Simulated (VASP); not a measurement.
Computed with PBEsol GGA, VASP's PBE PAW potentials (set 64) (plane waves; VASP 6.6.1). Each cell was relaxed at this level, without spin-orbit coupling.

Q: Which of these comes out without a gap?
A. ZnTe, F-43m (216)
B. CsCl, Pm-3m (221)
C. BeO, P6_3mc (186)
D. InN, P6_3mc (186)

A: D, InN, P6_3mc (186). The others have gaps of 7.48 eV (BeO, P6_3mc (186)), 1.24 eV (ZnTe, F-43m (216)), 5.21 eV (CsCl, Pm-3m (221)).
